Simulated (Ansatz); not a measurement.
## Optical constants of Sc$_{2}$Al

Theory: Ansatz, DFT PBEsol, scalar-relativistic, plane waves, PAW. Plane waves to 420 eV; Γ-centred k mesh 12×12×6; Fermi-Dirac smearing of 0.15 eV. No spin polarisation.

Relaxed structure:
```yaml
crystal:
  lattice:
    - [4.85095, 0.00000, 0.00000]
    - [-2.42547, 4.20105, 0.00000]
    - [0.00000, 0.00000, 6.09566]
  atoms:
    - { symbol: Sc, position: [0.00000, 0.00000, 0.00000] }
    - { symbol: Sc, position: [0.00000, 0.00000, 0.50000] }
    - { symbol: Sc, position: [0.33333, 0.66667, 0.75000] }
    - { symbol: Sc, position: [0.66667, 0.33333, 0.25000] }
    - { symbol: Al, position: [0.33333, 0.66667, 0.25000] }
    - { symbol: Al, position: [0.66667, 0.33333, 0.75000] }
```

In a metal these results depend on the k mesh and the smearing.

Independent-particle response (no local fields, no excitons) on a 12×12×10 mesh, broadened by 0.1 eV; the Drude term is undamped and its weight carries the smearing above, which sets much of it in a semimetal. The run couldn't bound its error over part or most of this range, so small peaks and near ties are unsure. Light polarised along y. ε₁ lacks the small share of bands above those solved.

Question: Tabulate n, κ, the reflectivity and the absorption coefficient against photon energy.

Answer:
```tsv
E (eV)	n	κ	R	α (10⁵ cm⁻¹)
0.1	2.19	22.83	0.98	2.31
0.4	3.71	4.82	0.67	1.95
0.7	5.41	2.91	0.56	2.06
1.0	5.79	4.65	0.66	4.72
1.3	3.67	4.52	0.65	5.95
1.6	2.87	3.50	0.58	5.67
1.9	2.72	3.12	0.54	6.00
2.2	2.42	2.65	0.48	5.91
2.5	2.86	2.49	0.46	6.31
2.8	2.43	2.98	0.53	8.45
3.1	2.05	2.56	0.48	8.04
3.4	2.24	2.36	0.44	8.14
3.7	2.06	2.52	0.48	9.46
4.0	1.87	2.52	0.49	10.21
4.3	1.33	2.32	0.51	10.12
4.6	1.40	1.64	0.34	7.65
4.9	1.88	1.64	0.32	8.17
5.2	2.06	2.03	0.39	10.71
5.5	1.77	1.92	0.38	10.69
```

Question: Where is the highest local maximum of ε₂ between 0.3 and 6 eV?

Answer: At 1.0 eV, where ε₂ = 53.9.

Cost: 1 run of about 7.2 core-minutes, on Arm Neoverse V2 (shared hosts).